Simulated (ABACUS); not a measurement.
The system is Be.

```xyz
2
Lattice="2.2853 0.0000 0.0000 -1.1426 1.9791 0.0000 0.0000 0.0000 3.5842" Properties=species:S:1:pos:R:3 pbc="T T T"
Be    1.1427    0.6597    2.6882
Be    0.0000    1.3194    0.8961
```

A run of ABACUS 3.10.1 on this cell left the log below. Logs are shortened: lines on timing, memory, paths and dates and some standing lists are left out, and cuts for length are marked.

```text
ABACUS v3.10.1

               Atomic-orbital Based Ab-initio Computation at UStc

 ------------------------------------------------------------------------------------

 READING GENERAL INFORMATION
                           global_out_dir = OUT.Be/
                           global_in_card = INPUT
                               pseudo_dir = ./
                              orbital_dir = ./
                                    DSIZE = 4
                                    GSIZE = 1

 READING UNITCELL INFORMATION
                                    ntype = 1
                  lattice constant (Bohr) = 1.88973
              lattice constant (Angstrom) = 1

 READING ATOM TYPE 1
                               atom label = Be
                      L=0, number of zeta = 4
                      L=1, number of zeta = 2
                      L=2, number of zeta = 1
             number of atom for this type = 2

                        TOTAL ATOM NUMBER = 2
DIRECT COORDINATES
    atom                   x                   y                   z     mag                  vx                  vy                  vz
taud_Be1            0.6666666667        0.3333333333        0.7500000000  0.0000        0.0000000000        0.0000000000        0.0000000000
taud_Be2            0.3333333333        0.6666666667        0.2500000000  0.0000        0.0000000000        0.0000000000        0.0000000000

                          Volume (Bohr^3) = 109.397
                             Volume (A^3) = 16.211

 Lattice vectors: (Cartesian coordinate: in unit of a_0)
              +2.2853                  +0                  +0
             -1.14265            +1.97913                  +0
                   +0                  +0             +3.5842
 Reciprocal vectors: (Cartesian coordinate: in unit of 2 pi/a_0)
            +0.437579           +0.252637                  -0
                   -0           +0.505273                  -0
[... 284 lines left out ...]
----------------------------------------------------------
 E_KohnSham     -55.8162158276       -759.4185760531
 E_KS(sigma->0) -55.8161805141       -759.4180955885
 E_Harris       -55.8162158147       -759.4185758775
 E_band         -25.8568211753       -351.8001001511
 E_one_elec     -30.1420735236       -410.1039494563
 E_Hartree      8.4531621978         115.0111720080
 E_xc           -9.7858935326        -133.1439120651
 E_Ewald        -24.3413403422       -331.1809256105
 E_entropy(-TS) -0.0000706270        -0.0009609292
 E_descf        0.0000000000         0.0000000000
 E_exx          0.0000000000         0.0000000000
 E_Fermi        0.6599322490         8.9788388805
----------------------------------------------------------

 charge density convergence is achieved
 final etot is -759.41857605 eV
 EFERMI = 8.9788388805 eV

 STATE ENERGY(eV) AND OCCUPATIONS    NSPIN == 1
 1/76 kpoint (Cartesian) = 0.0000 0.0000 0.0000 (453 pws)
       1       -91.5376     0.00198413
       2       -91.5120     0.00198413
       3       -2.66032     0.00198413
       4        4.22781     0.00198413
       5        9.66807    2.04641e-09
       6        24.3233        0.00000
       7        24.3233        0.00000
       8        27.1045        0.00000
       9        27.1045        0.00000
      10        29.4219        0.00000
      11        36.6462        0.00000
      12        36.6462        0.00000
      13        37.6203        0.00000
      14        41.1547        0.00000
[... 66 lines left out ...]
       1       -91.5186      0.0119048
       2       -91.5082      0.0119048
       3        2.20385      0.0119048
       4        7.05366      0.0119048
       5        10.4573    1.71305e-15
       6        14.7710    5.83116e-53
       7        17.1307    1.86196e-73
       8        18.0108    4.21459e-81
       9        19.6386        0.00000
      10        25.6202        0.00000
      11        27.9170        0.00000
      12        32.4851        0.00000
      13        34.8251        0.00000
      14        39.5214        0.00000

[... levels at 70 further k points ...]

 correction force for each atom along direction 1 is 3.87884e-15
 correction force for each atom along direction 2 is 1.99493e-15
 correction force for each atom along direction 3 is 2.72195e-14
------------------------------------------------------------------------------------------
 TOTAL-FORCE (eV/Angstrom)
------------------------------------------------------------------------------------------
                       Be1         0.0000000000         0.0000000000         0.0000000000
                       Be2         0.0000000000         0.0000000000         0.0000000000
------------------------------------------------------------------------------------------

----------------------------------------------------------------
 TOTAL-STRESS (KBAR)
----------------------------------------------------------------
       -20.2750224831         0.0000000000         0.0000000000
        -0.0000000000       -20.2750224825        -0.0000000000
        -0.0000000000        -0.0000000000        -7.3409225647
----------------------------------------------------------------
 TOTAL-PRESSURE: -15.963656 KBAR

 --------------------------------------------
 !FINAL_ETOT_IS -759.4185760530508560 eV
 --------------------------------------------
```

Question: Write the input and the command behind it.

Answer: Single point with PBE, no spin polarisation. The files as run (others can give the same):

run_abacus.py
```python
"""ABACUS run from a structure file: ASE reads it, the script writes STRU, KPT and INPUT."""
import re
import subprocess
from ase.io import read
from ase.units import Bohr

atoms = read("POSCAR")
atoms = atoms[(-atoms.numbers).argsort(kind="stable")]  # ABACUS lists atoms element by element
pseudo = {'Be': 'Be.upf'}
orbital = {'Be': 'Be_confined-atom_7au_4s2p1d.orb'}
magmoms = None
kmesh = [12, 12, 7]
params = {
    'suffix': 'Be',
    'calculation': 'scf',
    'basis_type': 'lcao',
    'pseudo_dir': './',
    'orbital_dir': './',
    'symmetry': 1,
    'dft_functional': 'pbe',
    'ecutwfc': 100,
    'pseudo_rcut': 10,
    'nspin': 1,
    'nbands': 14,
    'ks_solver': 'genelpa',
    'smearing_method': 'fd',
    'smearing_sigma': 0.00367493,
    'scf_thr': 1e-07,
    'scf_nmax': 100,
    'mixing_type': 'broyden',
    'mixing_beta': 0.7,
    'cal_force': 1,
    'cal_stress': 1,
    'out_mul': 1,
    'out_chg': 1,
}

symbols = atoms.get_chemical_symbols()
elements = list(dict.fromkeys(symbols))
lines = ["ATOMIC_SPECIES"] + [f"{e} {atoms.get_masses()[symbols.index(e)]:.4f} {pseudo[e]}" for e in elements]
if orbital:
    lines += ["", "NUMERICAL_ORBITAL"] + [orbital[e] for e in elements]
lines += ["", "LATTICE_CONSTANT", f"{1 / Bohr:.10f}", "", "LATTICE_VECTORS"]
lines += [" ".join(f"{x:.10f}" for x in v) for v in atoms.cell]
lines += ["", "ATOMIC_POSITIONS", "Direct"]
for e in elements:
    lines += ["", e, "0.0", str(symbols.count(e))]
    for i, p in enumerate(atoms.get_scaled_positions(wrap=False)):
        if symbols[i] == e:
            mag = "" if magmoms is None else " mag " + " ".join(str(x) for x in (magmoms[i] if isinstance(magmoms[i], list) else [magmoms[i]]))
            lines.append(" ".join(f"{x:.10f}" for x in p) + " 1 1 1" + mag)
open("STRU", "w").write("\n".join(lines) + "\n")
open("KPT", "w").write("K_POINTS\n0\nGamma\n%d %d %d 0 0 0\n" % tuple(kmesh))
open("INPUT", "w").write("INPUT_PARAMETERS\n" + "".join(f"{k:<20s}{v}\n" for k, v in params.items()))

done = subprocess.run(['mpirun', '-np', '4', 'abacus'])
if done.returncode:
    raise SystemExit(done.returncode)
log = open("OUT.Be/running_scf.log").read()
print("final energy (eV):", re.findall(r"FINAL_ETOT_IS (\S+)", log))
```

POSCAR
```
Be
1.0
    2.2853000000      0.0000000000      0.0000000000
   -1.1426500000      1.9791278553      0.0000000000
    0.0000000000      0.0000000000      3.5842000000
Be
2
Direct
    0.6666666667      0.3333333333      0.7500000000
    0.3333333333      0.6666666667      0.2500000000
```

Potentials or basis: PseudoDojo NC SR 0.5 PBE standard, TZDP LCAO (the cutoffs set its grid).
Run with:
```console
$ OMP_NUM_THREADS=1 python run_abacus.py > log
```

Caveat: the atomic orbitals were generated for these runs and aren't a published set; the basis of atomic orbitals isn't converged, which shifts pressures, moduli and gaps.
